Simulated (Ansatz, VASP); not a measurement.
Cd2S: VASP beside Ansatz

The input INCAR:

```
SYSTEM = Cd2S
PREC = Accurate
ENCUT = 520
EDIFF = 1E-7
ISMEAR = -1
SIGMA = 0.05
LREAL = .FALSE.
LASPH = .TRUE.
NELM = 60
ALGO = Normal
ISIF = 2
LWAVE = .FALSE.
LCHARG = .TRUE.
GGA = PE
LELF = .TRUE.
LVHAR = .TRUE.
NBANDS = 22
```

The input KPOINTS:

```
Automatic mesh
0
G
  8 8 5
  0 0 0
```

Contents of POSCAR:

```
Cd2S
1.0
    3.9626700490      0.0000000000      0.0000000000
   -1.9813350245      3.4317729293      0.0000000000
    0.0000000000      0.0000000000      5.8091920000
Cd S
2 1
Direct
    0.3333333333      0.6666666667      0.9327170000
    0.6666666667      0.3333333333      0.5787350000
    0.3333333333      0.6666666667      0.3657050000
```

File input.yaml:

```yaml
crystal:
  lattice:
    - [3.962670049, 0.0, 0.0]
    - [-1.9813350245, 3.4317729293, 0.0]
    - [0.0, 0.0, 5.809192]
  atoms:
    - { symbol: Cd, position: [0.3333333333, 0.6666666667, 0.932717] }
    - { symbol: Cd, position: [0.6666666667, 0.3333333333, 0.578735] }
    - { symbol: S, position: [0.3333333333, 0.6666666667, 0.365705] }
hamiltonian:
  xc: pbe
  pseudopotentials: { kind: paw }
kpoints:
  mp_grid: { grid: [8, 8, 5] }
scf:
  occupations: { method: fermi_dirac, width: 0.05 }
output:
  forces: true
  stress: true
  eigenvalues: true
```

The cell comes from a database or a generator and needn't be the stable form of this composition.

Alike in both runs: task single point; functional PBE; k mesh 8 × 8 × 5; occupations fermi-dirac, width 0.05 eV; no spin polarisation.

|  | VASP | Ansatz |
| --- | --- | --- |
| version | VASP 6.6.1 | Ansatz 0.2.0 |
| potentials or method | VASP PAW PBE potentials, release 64 (Cd, S) | Ansatz PAW |
| plane-wave cutoff (eV) | 520 | 420 |
| valence electrons in the cell | 30 | 46 |

VASP gave:

| Item | Value |
| --- | --- |
| gap on the k mesh at the Fermi level (eV) | 0.23 |
| least direct gap on the mesh (eV) | 0.57 |
| pressure (GPa) | 0.1 |
| largest component of the traceless stress (GPa) | 0.07 |
| rms of the force components (eV/Å) | 0.022 |

What did Ansatz give for the same quantities?

gap on the k mesh at the Fermi level (eV): 0.24; least direct gap on the mesh (eV): 0.57; pressure (GPa): -0.1; largest component of the traceless stress (GPa): 0.01; rms of the force components (eV/Å): 0.031.

Atom by atom the forces differ by 0.010 eV/Å (rms over components). With one functional, cell and mesh, what is left measures potentials, basis and numerics. The two sets of potentials don't hold the same shells in valence.

Caveats: an odd mesh through Γ misses points on the zone boundary, where band edges often lie (VASP); odd divisions of the mesh miss points on the zone boundary, where band edges often lie, so the gap on the mesh can be too wide (Ansatz). PBE gaps usually lie below the measured ones, often by a third to a half.
